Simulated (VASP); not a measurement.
# Dy (Im-3m) in VASP: further runs

One crystal, Dy, is run at these levels: PBE; tasks: single point.

Everything below comes from runs of VASP 6.6.1. Logs are shortened: lines on timing, memory, paths and dates and some standing lists are left out, and cuts for length are marked.

**1. The structure**

It takes space group Im-3m (No. 229, cubic). The conventional cell has a = 4.001 Å, b = 4.001 Å, c = 4.001 Å, α = 90.00°, β = 90.00°, γ = 90.00°. Around Dy (site symmetry m-3m) lie 8 Dy at 3.46 Å.

This isn't the form of Dy at room conditions, which is hcp.

**2. Single point, PBE, collinear spin, ferromagnetic start**

Contents of INCAR:

```
SYSTEM = Dy
  ADDGRID = .False.
  ALGO = Normal
  EDIFF = 1E-6
  ENCUT = 400
  GGA = PE
  ISIF = 2
  ISMEAR = 0
  ISPIN = 2
  LASPH = .True.
  LCHARG = .False.
  LMAXMIX = 6
  LORBIT = 11
  LREAL = .False.
  LWAVE = .False.
  MAGMOM = 5
  NELM = 100
  PREC = Accurate
  SIGMA = 0.2
```

Contents of KPOINTS:

```
k-points
0
Gamma
  17 17 17
  0 0 0
```

Contents of POSCAR:

```
Dy
1.0
   -2.0003821482      2.0003821482      2.0003821482
    2.0003821482     -2.0003821482      2.0003821482
    2.0003821482      2.0003821482     -2.0003821482
Dy
1
Direct
    0.0000000000      0.0000000000      0.0000000000
```

Potentials or basis: VASP PAW PBE potentials, release 64 (Dy).

Command:

```console
> cat potpaw_PBE.64/Dy/POTCAR > POTCAR
> mpirun -np 1 vasp_std > vasp.out
```

OUTCAR:

```text
SYSTEM = Dy
   EDIFF = 1E-6
   ENCUT = 400
   GGA = PE
   ISIF = 2
   ISMEAR = 0
   ISPIN = 2
   LASPH = .True.
   LORBIT = 11
   LREAL = .False.
   NELM = 100
   PREC = Accurate

 Found    165 irreducible k-points:

 Following reciprocal coordinates:
            Coordinates               Weight
  0.000000  0.000000  0.000000      1.000000
  0.058824  0.000000  0.000000     12.000000
  0.117647  0.000000  0.000000     12.000000
  0.176471  0.000000  0.000000     12.000000
  0.235294  0.000000  0.000000     12.000000
  0.294118  0.000000  0.000000     12.000000
   k-points           NKPTS =    165   k-points in BZ     NKDIM =    165   number of bands    NBANDS=     17
   number of dos      NEDOS =    301   number of ions     NIONS =      1
   total plane-waves  NPLWV =  13824
   dimension x,y,z NGX =    24 NGY =   24 NGZ =   24
   dimension x,y,z NGXF=    48 NGYF=   48 NGZF=   48
   ions per type =               1
   NGX,Y,Z   is equivalent  to a cutoff of  11.52, 11.52, 11.52 a.u.
   NGXF,Y,Z  is equivalent  to a cutoff of  23.03, 23.03, 23.03 a.u.
 SYSTEM =  Dy
   PREC   = accura    normal or accurate (medium, high low for compatibility)
   ISTART =      0    job   : 0-new  1-cont  2-samecut
   ICHARG =      2    charge: 1-file 2-atom 10-const
   ISPIN  =      2    spin polarized calculation?
   LNONCOLLINEAR =      F non collinear calculations
   LSORBIT =      F    spin-orbit coupling
   LASPH  =      T    aspherical Exc in radial PAW
   ENCUT  =  400.0 eV  29.40 Ry    5.42 a.u.   5.65  5.65  5.65*2*pi/ulx,y,z
   NELM   =    100;   NELMIN=  2; NELMDL= -5     # of ELM steps
   EDIFF  = 0.1E-05   stopping-criterion for ELM
   LREAL  =      F    real-space projection
   EDIFFG = 0.1E-04   stopping-criterion for IOM
   NSW    =      0    number of steps for IOM
   IBRION =     -1    ionic relax: 0-MD 1-quasi-New 2-CG
   NFREE  =      0    steps in history (QN), initial steepest desc. (CG)
   ISIF   =      2    stress and relaxation
   ISYM   =      2    0-nonsym 1-usesym 2-fastsym
   POTIM  = 0.5000    time-step for ionic-motion
   TEBEG  =    0.0;   TEEND  =   0.0 temperature during run
   PSTRESS=    0.0 pullay stress
   NELECT =      20.0000    total number of electrons
   NUPDOWN=      -1.0000    fix difference up-down
   EMIN   =  10.00;   EMAX   =-10.00  energy-range for DOS
   EFERMI =   0.00;   METHOD = LEGACY
   ISMEAR =     0;   SIGMA  =   0.20  broadening in eV -4-tet -1-fermi 0-gaus
   EFERMI_NEDOS =   21; number of points for ismear=-14 and -15
   IALGO  =     38    algorithm
   IMIX   =      4    mixing-type and parameters
     AMIX     =   0.40;   BMIX     =  1.00
     AMIX_MAG =   1.60;   BMIX_MAG =  1.00
  volume/ion in A,a.u.               =      32.02       216.07
  Fermi-wavevector in a.u.,A,eV,Ry     =   1.399432  2.644543 26.645792  1.958410
  Thomas-Fermi vector in A             =   2.522492
   LORBIT       =     11    0 simple, 1 ext, 2 COOP (PROOUT), +10 PAW based schemes
   GGA     = PE    functional components
   LHFCALC =     F    Hartree Fock is set to
   AEXX    =    0.0000 exact exchange contribution
   IVDW    =     0    specifies the selected vdW correction
   LEPSILON=     F    determine dielectric tensor
   LRPA    =     F    only Hartree local field effects (RPA)
 spin polarized calculation
 Gauss-broadening in eV      SIGMA  =   0.20
  energy-cutoff  :      400.00
  volume of cell :       32.02
 maximum number of plane-waves:       603
   NGX = 11   NGY = 11   NGZ = 11

 number of electron      20.0000012 magnetization       4.5664336

 Free energy of the ion-electron system (eV)
  ---------------------------------------------------
  ext. energy  EPLUGINS =         0.00000000
  ---------------------------------------------------
  free energy    TOTEN  =        -7.94693563 eV

  energy without entropy =       -7.86099833  energy(sigma->0) =       -7.90396698

 E-fermi :   2.8446     XC(G=0): -10.0690

 val. band max:        2.8371351257   @ k =   0.2941   0.2353   0.1765
 cond. band min:       2.8456875232   @ k =   0.2941   0.1765   0.1765
 fundamental gap:      0.0085523975
 Fermi energy:         2.8445976489

 spin component 1

 k-point     1 :       0.0000    0.0000    0.0000
  band No.  band energies     occupation
      1     -44.2216      1.00000
      2     -19.7532      1.00000
      3     -19.7532      1.00000
      4     -19.7532      1.00000
      5      -2.2907      1.00000
      6      -0.5132      1.00000
      7      -0.5131      1.00000
      8      -0.5131      1.00000
      9      -0.3712      1.00000
     10       0.1094      1.00000
     11       0.1094      1.00000
     12       0.1094      1.00000
     13       4.8793      0.00000
     14       4.8793      0.00000
     15       4.8793      0.00000
     16       6.9627      0.00000
     17       6.9627      0.00000

 k-point     2 :       0.0588    0.0000    0.0000
  band No.  band energies     occupation
      1     -44.2196      1.00000
      2     -19.7773      1.00000
      3     -19.7605      1.00000
      4     -19.7532      1.00000
      5      -2.1896      1.00000
      6      -0.5162      1.00000
      7      -0.5146      1.00000
      8      -0.5142      1.00000
      9      -0.3759      1.00000
     10       0.1111      1.00000
     11       0.1117      1.00000
     12       0.1131      1.00000
     13       4.8037      0.00000
     14       4.8497      0.00000
     15       4.9851      0.00000
     16       6.8405      0.00000
     17       6.9643      0.00000

 k-point     3 :       0.1176    0.0000    0.0000
  band No.  band energies     occupation
      1     -44.2140      1.00000
      2     -19.8465      1.00000
      3     -19.7817      1.00000
      4     -19.7536      1.00000
      5      -1.8957      1.00000
      6      -0.5252      1.00000
      7      -0.5189      1.00000
      8      -0.5176      1.00000
      9      -0.3886      1.00000
     10       0.1157      1.00000
     11       0.1175      1.00000
     12       0.1231      1.00000
     13       4.5980      0.00000
     14       4.7200      0.00000
     15       5.2978      0.00000
     16       6.6126      0.00000
     17       6.9761      0.00000

 k-point     4 :       0.1765    0.0000    0.0000
  band No.  band energies     occupation
      1     -44.2055      1.00000
      2     -19.9492      1.00000
      3     -19.8139      1.00000
      4     -19.7542      1.00000
      5      -1.4373      1.00000
      6      -0.5382      1.00000
      7      -0.5254      1.00000
      8      -0.5236      1.00000
      9      -0.4047      1.00000
     10       0.1231      1.00000
     11       0.1279      1.00000
     12       0.1386      1.00000
     13       4.3116      0.00000
     14       4.4330      0.00000
     15       5.8046      0.00000
     16       6.5113      0.00000
     17       7.0147      0.00000

 k-point     5 :       0.2353    0.0000    0.0000
  band No.  band energies     occupation
      1     -44.1952      1.00000
      2     -20.0702      1.00000
      3     -19.8525      1.00000
      4     -19.7549      1.00000
      5      -0.8668      1.00000
      6      -0.5524      1.00000
      7      -0.5340      1.00000
      8      -0.5323      1.00000
      9      -0.4197      1.00000
     10       0.1333      1.00000
     11       0.1439      1.00000
     12       0.1589      1.00000
     13       3.9983      0.00000
     14       4.0569      0.00000
     15       6.4856      0.00000
     16       6.5923      0.00000
     17       7.0969      0.00000

 k-point     6 :       0.2941    0.0000    0.0000
  band No.  band energies     occupation
      1     -44.1846      1.00000
      2     -20.1920      1.00000
      3     -19.8920      1.00000
      4     -19.7557      1.00000
      5      -0.5703      1.00000
      6      -0.5432      1.00000
      7      -0.5423      1.00000
      8      -0.4309      1.00000
      9      -0.2653      1.00000
     10       0.1445      1.00000
     11       0.1691      1.00000
     12       0.1816      1.00000
     13       3.7017      0.00000
     14       3.7479      0.00000
     15       6.7645      0.00000
     16       7.2313      0.00000
     17       7.3118      0.00000

 [... further k-points ...]

 spin component 2

 k-point     1 :       0.0000    0.0000    0.0000
  band No.  band energies     occupation
      1     -42.1945      1.00000
      2     -18.2748      1.00000
      3     -18.2748      1.00000
      4     -18.2748      1.00000
      5      -2.0987      1.00000
      6       2.5329      0.98623
      7       2.5329      0.98623
      8       2.5332      0.98617
      9       3.7251      0.00000
     10       3.7251      0.00000
     11       3.7260      0.00000
     12       4.2108      0.00000
     13       5.3401      0.00000
     14       5.3401      0.00000
     15       5.3401      0.00000
     16       7.5662      0.00000
     17       7.5662      0.00000

 k-point     2 :       0.0588    0.0000    0.0000
  band No.  band energies     occupation
      1     -42.1922      1.00000
      2     -18.3031      1.00000
      3     -18.2832      1.00000
      4     -18.2750      1.00000
      5      -1.9937      1.00000
      6       2.5314      0.98662
      7       2.5348      0.98575
      8       2.5362      0.98540
      9       3.7174      0.00000
     10       3.7212      0.00000
     11       3.7220      0.00000
     12       4.1895      0.00000
     13       5.2613      0.00000
     14       5.3122      0.00000
     15       5.4680      0.00000
     16       7.4317      0.00000
     17       7.5679      0.00000

 k-point     3 :       0.1176    0.0000    0.0000
  band No.  band energies     occupation
      1     -42.1856      1.00000
      2     -18.3844      1.00000
      3     -18.3075      1.00000
      4     -18.2753      1.00000
      5      -1.6892      1.00000
      6       2.5257      0.98793
      7       2.5399      0.98439
      8       2.5457      0.98271
      9       3.6960      0.00000
     10       3.7112      0.00000
     11       3.7117      0.00000
     12       4.1464      0.00000
     13       5.0476      0.00000
     14       5.1848      0.00000
     15       5.8253      0.00000
     16       7.1871      0.00000
     17       7.5805      0.00000

 k-point     4 :       0.1765    0.0000    0.0000
  band No.  band energies     occupation
      1     -42.1755      1.00000
      2     -18.5046      1.00000
      3     -18.3443      1.00000
      4     -18.2762      1.00000
      5      -1.2166      1.00000
      6       2.5179      0.98956
      7       2.5483      0.98191
      8       2.5620      0.97716
      9       3.6683      0.00000
     10       3.6966      0.00000
     11       3.6990      0.00000
     12       4.1074      0.00000
     13       4.7506      0.00000
     14       4.8988      0.00000
     15       6.3734      0.00000
     16       7.0846      0.00000
     17       7.6219      0.00000

 k-point     5 :       0.2353    0.0000    0.0000
  band No.  band energies     occupation
      1     -42.1634      1.00000
      2     -18.6453      1.00000
      3     -18.3883      1.00000
      4     -18.2771      1.00000
      5      -0.6318      1.00000
      6       2.5128      0.99052
      7       2.5599      0.97793
      8       2.5859      0.96630
      9       3.6422      0.00000
     10       3.6788      0.00000
     11       3.6883      0.00000
     12       4.0793      0.00000
     13       4.4246      0.00000
     14       4.5243      0.00000
     15       7.0860      0.00000
     16       7.1751      0.00000
     17       7.7101      0.00000

 k-point     6 :       0.2941    0.0000    0.0000
  band No.  band energies     occupation
      1     -42.1507      1.00000
      2     -18.7864      1.00000
      3     -18.4333      1.00000
      4     -18.2783      1.00000
      5      -0.0237      1.00000
      6       2.5239      0.98833
      7       2.5732      0.97252
      8       2.6181      0.94537
      9       3.6233      0.00000
     10       3.6610      0.00000
     11       3.6805      0.00000
     12       4.0609      0.00000
     13       4.1116      0.00000
     14       4.2110      0.00000
     15       7.3580      0.00000
     16       7.8545      0.00000
     17       7.9374      0.00000

 [... further k-points ...]
[... 5 lines left out ...]
  --------------------------------------------------------------------------------------
  -------------------------------------------------------------------------------------
  Total        0.1961897      0.1961897      0.1961897     -0.0000000     -0.0000000      0.0000000
  in kB        9.8172057      9.8172057      9.8172057     -0.0000000     -0.0000000      0.0000000
  external PRESSURE =       9.8172057 kB  Pullay stress =       0.0000000 kB

 VOLUME and BASIS-vectors are now :
 -----------------------------------------------------------------------------
  energy-cutoff  :      400.00
  volume of cell :       32.02
      direct lattice vectors                 reciprocal lattice vectors
    -2.000382148  2.000382148  2.000382148     0.000000000  0.249952241  0.249952241
     2.000382148 -2.000382148  2.000382148     0.249952241  0.000000000  0.249952241
     2.000382148  2.000382148 -2.000382148     0.249952241  0.249952241  0.000000000

 POSITION                                       TOTAL-FORCE (eV/Angst)
 -----------------------------------------------------------------------------------
      0.00000      0.00000      0.00000         0.000000      0.000000      0.000000
 -----------------------------------------------------------------------------------
    total drift:                                0.000000      0.000000     -0.000000

  FREE ENERGIE OF THE ION-ELECTRON SYSTEM (eV)
  ---------------------------------------------------
  free  energy   TOTEN  =        -7.9469356278 eV

  energy  without entropy=       -7.8609983298  energy(sigma->0) =       -7.90396698

 total charge

# of ion       s       p       d       f       tot
--------------------------------------------------
    1        2.163   5.808   0.482   9.331  17.784

 magnetization (x)

# of ion       s       p       d       f       tot
--------------------------------------------------
    1        0.007  -0.058   0.030   4.508   4.488
```

Run time: 2.3 min. Hardware: 1 thread of Intel Xeon Platinum 8488C (Sapphire Rapids), shared host; peak memory 0.24 GiB.

The run converged, but some of its settings lie outside the range that counts as converged, so its numbers aren't taken as properties of the crystal.

Results:

```yaml
Free_energy: -7.9469 eV
Pressure: 1.0 GPa
Band_gap_on_the_k_mesh: none (metal or under the smearing width)
Net_moment: 4.57 μB per cell
Site_moments: Dy +4.49 μB
Valence_electrons_inside_the_program's_atomic_spheres: Dy 17.78
```

Caveat: the cutoff is under 1.25 times the usual one of these potentials, so pressure, stress and relaxed cells hold a basis-set (Pulay) error; the magnetic or orbital state may not be the lowest; spin-orbit coupling is left out, which moves the levels of the heavy elements.

(Continued in part 2 of 2.)
